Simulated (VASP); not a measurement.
# CdTe (F-43m) in VASP: a series of runs, part 2 of 2

VASP 6.6.1.

### 4 Single point, LDA

The input, INCAR:

```
  PREC = Accurate
  ENCUT = 520
  EDIFF = 1E-6
  ISMEAR = 0
  SIGMA = 0.05
  LREAL = F
  LASPH = T
  NELM = 100
  ALGO = Normal
  ISIF = 2
  LWAVE = F
  LCHARG = T
  GGA = CA
  LELF = T
  LVHAR = T
  NBANDS = 16
```

The input, KPOINTS:

```
Automatic mesh
0
Gamma
  8 8 8
```

The input, POSCAR:

```
CdTe
1.0
    0.0000000000      3.2050000000      3.2050000000
    3.2050000000      0.0000000000      3.2050000000
    3.2050000000      3.2050000000      0.0000000000
Cd Te
1 1
Direct
    0.0000000000      0.0000000000      0.0000000000
    0.7500000000      0.7500000000      0.7500000000
```

Potentials or basis: VASP PAW LDA potentials, release 64 (Cd, Te).

Started as:

```bash
> cat potpaw_LDA.64/Cd/POTCAR potpaw_LDA.64/Te/POTCAR > POTCAR
> mpirun -np 1 vasp_std > vasp.out
```

OUTCAR:

```text
PREC = Accurate
   ENCUT = 520
   EDIFF = 1E-6
   ISMEAR = 0
   LREAL = F
   LASPH = T
   NELM = 100
   ISIF = 2
   GGA = CA

 ion  position               nearest neighbor table
   1  0.000  0.000  0.000-   2 2.78   2 2.78   2 2.78   2 2.78
   2  0.750  0.750  0.750-   1 2.78   1 2.78   1 2.78   1 2.78

  LATTYP: Found a face centered cubic cell.
 ALAT       =     6.4100000000

  Lattice vectors:

 A1 = (   0.0000000000,   3.2050000000,   3.2050000000)
 A2 = (   3.2050000000,   0.0000000000,   3.2050000000)
 A3 = (   3.2050000000,   3.2050000000,   0.0000000000)

Analysis of symmetry for initial positions (statically):
=====================================================================
 Subroutine PRICEL returns:
 Original cell was already a primitive cell.

 Routine SETGRP: Setting up the symmetry group for a
 face centered cubic supercell.

 Subroutine GETGRP returns: Found 24 space group operations
 (whereof 24 operations were pure point group operations)
 out of a pool of 48 trial point group operations.

The static configuration has the point symmetry T_d .

Analysis of symmetry for dynamics (positions and initial velocities):
=====================================================================
 Subroutine PRICEL returns:
 Original cell was already a primitive cell.

 Routine SETGRP: Setting up the symmetry group for a
 face centered cubic supercell.

 Subroutine GETGRP returns: Found 24 space group operations
 (whereof 24 operations were pure point group operations)
 out of a pool of 48 trial point group operations.

The dynamic configuration has the point symmetry T_d .

 Subroutine INISYM returns: Found 24 space group operations
 (whereof 24 operations are pure point group operations),
 and found     1 'primitive' translations

----------------------------------------------------------------------------------------

                                     Primitive cell

  volume of cell :      65.8437

[... 108 lines left out ...]
     AMIX_MAG =   1.60;   BMIX_MAG =  1.00
  volume/ion in A,a.u.               =      32.92       222.17
  Fermi-wavevector in a.u.,A,eV,Ry     =   1.062497  2.007828 15.359610  1.128899
  Thomas-Fermi vector in A             =   2.197950
   LORBIT       =      0    0 simple, 1 ext, 2 COOP (PROOUT), +10 PAW based schemes
   GGA     = CA    functional components
   LHFCALC =     F    Hartree Fock is set to
   AEXX    =    0.0000 exact exchange contribution
   IVDW    =     0    specifies the selected vdW correction
   LEPSILON=     F    determine dielectric tensor
   LRPA    =     F    only Hartree local field effects (RPA)
 non-spin polarized calculation
 Gauss-broadening in eV      SIGMA  =   0.05
  energy-cutoff  :      520.00
  volume of cell :       65.84
 maximum number of plane-waves:      1807
 NGX is ok and might be reduce to    36
   NGX = 17   NGY = 17   NGZ = 17

 number of electron      17.9999995 magnetization

 Free energy of the ion-electron system (eV)
  ---------------------------------------------------
  ext. energy  EPLUGINS =         0.00000000
  ---------------------------------------------------
  free energy    TOTEN  =        -6.05092075 eV

  energy without entropy =       -6.05092075  energy(sigma->0) =       -6.05092075

 E-fermi :   2.6811     XC(G=0):  -9.0898

 val. band max:        2.4659922237   @ k =   0.0000   0.0000   0.0000
 cond. band min:       3.1193718368   @ k =   0.0000   0.0000   0.0000
 fundamental gap:      0.6533796131
 Fermi energy:         2.6811230140

 k-point     1 :       0.0000    0.0000    0.0000
  band No.  band energies     occupation
      1      -8.9695      2.00000
      2      -5.9457      2.00000
      3      -5.9457      2.00000
      4      -5.9457      2.00000
      5      -5.6563      2.00000
      6      -5.6563      2.00000
[... 433 lines left out ...]
      3      -5.8339      2.00000
      4      -5.6753      2.00000
      5      -5.6511      2.00000
      6      -5.1807      2.00000
[... 8 lines left out ...]
     15      12.4790      0.00000
     16      13.0550      0.00000

 [... further k-points ...]

------------------------ aborting loop because EDIFF is reached ----------------------------------------

  FORCE on cell =-STRESS in cart. coord.  units (eV):
  Direction    XX          YY          ZZ          XY          YZ          ZX
  --------------------------------------------------------------------------------------
  -------------------------------------------------------------------------------------
  Total        0.0989347      0.0989347      0.0989347      0.0000000      0.0000000      0.0000000
  in kB        2.4073824      2.4073824      2.4073824      0.0000000      0.0000000      0.0000000
  external PRESSURE =       2.4073824 kB  Pullay stress =       0.0000000 kB

 VOLUME and BASIS-vectors are now :
 -----------------------------------------------------------------------------
  energy-cutoff  :      520.00
  volume of cell :       65.84
      direct lattice vectors                 reciprocal lattice vectors
     0.000000000  3.205000000  3.205000000    -0.156006240  0.156006240  0.156006240
     3.205000000  0.000000000  3.205000000     0.156006240 -0.156006240  0.156006240
     3.205000000  3.205000000  0.000000000     0.156006240  0.156006240 -0.156006240

 POSITION                                       TOTAL-FORCE (eV/Angst)
 -----------------------------------------------------------------------------------
      0.00000      0.00000      0.00000        -0.000000     -0.000000     -0.000000
      4.80750      4.80750      4.80750         0.000000      0.000000      0.000000
 -----------------------------------------------------------------------------------
    total drift:                               -0.000000     -0.000000     -0.000000

  FREE ENERGIE OF THE ION-ELECTRON SYSTEM (eV)
  ---------------------------------------------------
  free  energy   TOTEN  =        -6.0509207468 eV

  energy  without entropy=       -6.0509207468  energy(sigma->0) =       -6.05092075
```

OSZICAR:

```text
N       E                     dE             d eps       ncg     rms          rms(c)
DAV:   1     0.103545165189E+03    0.10355E+03   -0.83875E+03   944   0.983E+02
DAV:   2    -0.260497705396E+01   -0.10615E+03   -0.10071E+03  1080   0.241E+02
DAV:   3    -0.625936534864E+01   -0.36544E+01   -0.36490E+01  1136   0.463E+01
DAV:   4    -0.629308332310E+01   -0.33718E-01   -0.33717E-01  1392   0.401E+00
DAV:   5    -0.629318803252E+01   -0.10471E-03   -0.10471E-03  1208   0.190E-01    0.604E+00
DAV:   6    -0.607503184275E+01    0.21816E+00   -0.36939E-01  1168   0.780E+00    0.484E+00
DAV:   7    -0.605307326727E+01    0.21959E-01   -0.92639E-02  1136   0.206E+00    0.177E+00
DAV:   8    -0.605118129552E+01    0.18920E-02   -0.10366E-02  1032   0.122E+00    0.423E-01
DAV:   9    -0.605092700565E+01    0.25429E-03   -0.77706E-04  1152   0.313E-01    0.111E-01
DAV:  10    -0.605091817837E+01    0.88273E-05   -0.86038E-05  1096   0.822E-02    0.520E-02
DAV:  11    -0.605092158982E+01   -0.34114E-05   -0.20804E-05  1208   0.416E-02    0.300E-02
DAV:  12    -0.605092074680E+01    0.84302E-06   -0.18161E-06   984   0.124E-02
   1 F= -.60509207E+01 E0= -.60509207E+01  d E =-.150788E-11
```

stdout:

```text
POSCAR found type information on POSCAR CdTe
 POSCAR found :  2 types and       2 ions
 scaLAPACK will be used
 LDA part: xc-table for (Slater(with rela. corr.)+CA(PZ))
 , standard interpolation
 POSCAR, INCAR and KPOINTS ok, starting setup
 FFT: planning ... GRIDC
 FFT: planning ... GRID_SOFT
 FFT: planning ... GRID
 WAVECAR not read
 entering main loop
```

Wall time 74 s (1 thread of AMD EPYC 7R13, shared host); peak memory 0.16 GiB.

What came out:

```
Free energy            : -6.0509 eV
Pressure               : 0.2 GPa
Band gap on the k mesh : 0.65 eV, direct
```

Caveat: spin-orbit coupling is left out, which moves the levels of the heavy elements.

### 5 The runs side by side

| task | cell | cutoff (eV) | smearing | gap on the mesh (eV) | pressure (GPa) |
| --- | --- | --- | --- | --- | --- |
| single point | as given | 520 | gaussian 0.02 eV | 0.65 | 0.2 |
| relaxation of cell and atoms | relaxed | 600 | gaussian 0.02 eV | 0.64 | 0.0 |
| single point | as given | 520 | gaussian 0.05 eV | 0.65 | 0.2 |

Alike in all rows: level LDA; potentials or basis VASP PAW LDA potentials, release 64 (Cd, Te); no spin polarisation; k mesh 8 × 8 × 8.

Caveats: spin-orbit coupling is left out, which moves the levels of the heavy elements.

Total energies depend on the potentials used, so only differences within one code and one set of settings carry meaning.

### 6 How close it comes

Step 2. A measured gap of CdTe is 1.607 eV (0 K; a printed reference work, data compilation); the calculated 0.65 eV misses it by -0.95 eV. Spin-orbit coupling on Cd, Te is left out. The value is that of LDA, without temperature or zero-point motion. Semilocal functionals fall short of measured gaps as a rule.

Step 4. Measured gap of CdTe: 1.607 eV (0 K; a printed reference work, data compilation). This calculation gives 0.65 eV (-0.95 eV). Spin-orbit coupling on Cd, Te is left out. The value is that of LDA, without temperature or zero-point motion. Semilocal functionals fall short of measured gaps as a rule.
